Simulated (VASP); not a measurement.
An input for Quantum ESPRESSO's pw.x (written as the equivalent of a VASP run, and not itself run):

```
&CONTROL
  calculation = 'scf'
  pseudo_dir = './pseudo'
  outdir = './out'
  tprnfor = .true.
  tstress = .true.
/
&SYSTEM
  ibrav = 0
  nat = 2
  ntyp = 2
  ecutwfc = 80
  occupations = 'smearing'
  smearing = 'gaussian'
  degauss = 0.003675
  input_dft = 'pbesol'
/
&ELECTRONS
  conv_thr = 7.3e-09
  electron_maxstep = 100
/
ATOMIC_SPECIES
  Al 26.982 Al.upf
  Sb 121.760 Sb.upf
CELL_PARAMETERS angstrom
     0.0000000    3.0842085    3.0842085
     3.0842085    0.0000000    3.0842085
     3.0842085    3.0842085    0.0000000
ATOMIC_POSITIONS crystal
  Al   0.0000000  0.0000000  0.0000000
  Sb   0.2500000  0.2500000  0.2500000
K_POINTS automatic
  8 8 8 0 0 0
```

### Question
Write the VASP files for the same calculation (PBEsol).

### Answer
Several could match; the one computed here: 
POSCAR:
```
AlSb
4.3617290
  0.0000000000   0.7071068532   0.7071068532
  0.7071068532   0.0000000000   0.7071068532
  0.7071068532   0.7071068532   0.0000000000
Al Sb
1 1
Cart
  0.0000000000   0.0000000000   0.0000000000
  0.3535534266   0.3535534266   0.3535534266
```

KPOINTS:
```
Automatic mesh
0
gamma
 8 8 8
0 0 0
```

### INCAR
```
SYSTEM=AlSb
PREC=Accurate; ENCUT=480; LREAL=.FALSE.
LASPH=.TRUE.
EDIFF=1E-7; NELM=100; ALGO=Normal
LMAXMIX=4
ISMEAR=0; SIGMA=0.05
GGA=PS
ISIF=2
LWAVE=.FALSE.; LCHARG=.FALSE.
```

POTCAR, in this order: Al Sb (PBE.64 set). Program: vasp_std.

The two are equivalent in intent, not identical: the potentials are each code's own (VASP's PAW set, PseudoDojo norm-conserving files in pw.x), so ENCUT and ecutwfc are chosen apart and not converted; conv_thr bounds pw.x's estimated SCF error, while EDIFF bounds the energy change between steps.

The compound is AlSb in the zinc blende structure. It was relaxed first.
